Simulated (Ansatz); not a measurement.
The cell is the one relaxed in the Materials Project (mp-2691), not relaxed further here; entries there can be hypothetical.

An input for CdSe: DFT, LDA, all-electron LAPW, scalar-relativistic (Ansatz 0.2.0).

Command: `ansatz run input.yaml --threads 1 --pin off --max-ram 3072MiB --backend cpu --events-out ev --progress --plain --runs-dir out` The run took 41 s on 1 thread of Arm Neoverse V1 (shared host), peak memory 0.29 GiB.

```yaml
crystal:
  lattice:
    - [0.0, 3.0702711986, 3.0702711986]
    - [3.0702711986, 0.0, 3.0702711986]
    - [3.0702711986, 3.0702711986, 0.0]
  atoms:
    - { symbol: Cd, position: [0.0, 0.0, 0.0] }
    - { symbol: Se, position: [0.25, 0.25, 0.25] }
kpoints:
  mp_grid: { grid: [8, 8, 8] }
  band_path:
    path:
      - [0.0, 0.0, 0.0]
      - [-0.5, -0.5, 0.0]
      - [-0.375, -0.375, 0.25]
      - [-0.375, 0.0, 0.375]
      - [0.0, 0.0, 0.0]
      - [0.0, 0.0, 0.5]
      - [-0.5, -0.25, 0.25]
      - [-0.5, -0.5, 0.0]
    npoints: 14
scf:
  occupations: { method: fermi_dirac, width: 0.03 }
hamiltonian:
  xc: lda
  pseudopotentials: { kind: all_electron, lapw: { basis_error: 0.001 } }
output:
  forces: true
  stress: true
  eigenvalues: true
  fatbands: true
  populations: true
  dos: { projected: true, de: 0.2, e_range: [-14, 8] }
```

Set-up and iterations as logged by Ansatz (the results part is left out, to be predicted):

```
Cd: projections on atomic orbitals take those of the free atom 1s2 2s2 2p6 3s2 3p6 3d10 4s2 4p6 4d10 5s2, of charge +0.00 (hamiltonian.pseudopotentials.projection_atoms)
Se: projections on atomic orbitals take those of the free atom 1s2 2s2 2p6 3s2 3p6 3d10 4s2 4p4, of charge +0.00 (hamiltonian.pseudopotentials.projection_atoms)
LAPW: plane waves up to 8.363 Å⁻¹, error target 1.0e-3 eV per atom; small_component_spin mean_spin; Se in spheres of 1.276 Å, 24 of its electrons in bands, Dirac shells []; Cd in spheres of 1.383 Å, 20 of its electrons in bands, Dirac shells []
Engine: ansatz 0.2.0
Pseudopotentials: kind: all_electron
Pseudopotential: Cd, LAPW, valence charge 20, Koelling and Harmon's equation, gaussian nucleus
Pseudopotential: Se, LAPW, valence charge 24, Koelling and Harmon's equation, gaussian nucleus
Functional definition: SPW92
  exchange = slater_x
  correlation = pw_c
Crystal: 2 atoms, lattice volume = 57.884 Å³
Basis set: ecut = 266.48501567364093 eV, 537 PW (Γ), exchange–correlation at level 2
Bands: 27, of which v1, the nominal top of the filled ones, is band 22 counted from 1 (21 counted from 0)
Symmetry: 24 space group operations
Space group: F-43m (ITA 216), of the structure as read, at distance tolerance 3.9e-5 Å
k-points: 29 of 512 (time reversal used)
Non-local potential: Cd, projectors of the file, none
Non-local potential: Se, projectors of the file, none
Initial density: superposition of atomic densities (chi_scale 0.1, normalization cell, long waves kept (reshape's long-wave potential 0.00 eV rms))
Initial wavefunctions: plane waves of lowest kinetic energy (no species holds an atomic orbital)
Functional: x = slater, c = lda
iter 1 solved again at ethr=2.03e-3 eV; its pass at ethr=1.00e-1 eV (dr2=8.94e-1 eV) is discarded
SCF iter   1: F=—  HF=-218140.409209 eV  |F-HF|=—  |Δ(HF+E_count)|=         —  Δρ=2.70e-2  dr2=8.95e-1  ethr=2.03e-3  ⟨swp⟩=2.0  Hψ=4965  notcnv=0
iter 2 solved again at ethr=5.66e-5 eV; its pass at ethr=2.03e-3 eV (dr2=2.49e-2 eV) is discarded
SCF iter   2: F=—  HF=-218140.083906 eV  |F-HF|=—  |Δ(HF+E_count)|=   3.25e-1  Δρ=7.34e-3  dr2=2.49e-2  ethr=5.66e-5  ⟨swp⟩=2.0  Hψ=4128  notcnv=0
SCF iter   3: F=—  HF=-218140.038760 eV  |F-HF|=—  |Δ(HF+E_count)|=   4.51e-2  Δρ=4.12e-3  dr2=1.01e-2  ethr=5.66e-5  ⟨swp⟩=2.8  Hψ=2421  notcnv=0
SCF iter   4: F=—  HF=-218140.035460 eV  |F-HF|=—  |Δ(HF+E_count)|=   3.30e-3  Δρ=1.18e-3  dr2=7.39e-4  ethr=2.31e-5  ⟨swp⟩=2.0  Hψ=2244  notcnv=0
SCF iter   5: F=—  HF=-218140.035190 eV  |F-HF|=—  |Δ(HF+E_count)|=   2.70e-4  Δρ=1.43e-4  dr2=6.51e-6  ethr=1.68e-6  ⟨swp⟩=2.0  Hψ=2239  notcnv=0
SCF iter   6: F=—  HF=-218140.035187 eV  |F-HF|=—  |Δ(HF+E_count)|=   3.19e-6  Δρ=3.07e-5  dr2=3.18e-7  ethr=1.48e-8  ⟨swp⟩=2.0  Hψ=2239  notcnv=0
SCF iter   7: F=-218140.035187 eV  HF=-218140.035187 eV  |F-HF|=6.32e-9  |Δ(HF+E_count)|=   8.42e-8  Δρ=5.34e-6  dr2=8.49e-9  ethr=7.22e-10  ⟨swp⟩=2.9  Hψ=2266  notcnv=0
```

What pressure will this run report?

-3.25 GPa (positive in compression).

Is there a band gap?

0.27 eV, direct at Γ (so small a gap may close at points that the mesh and path miss).
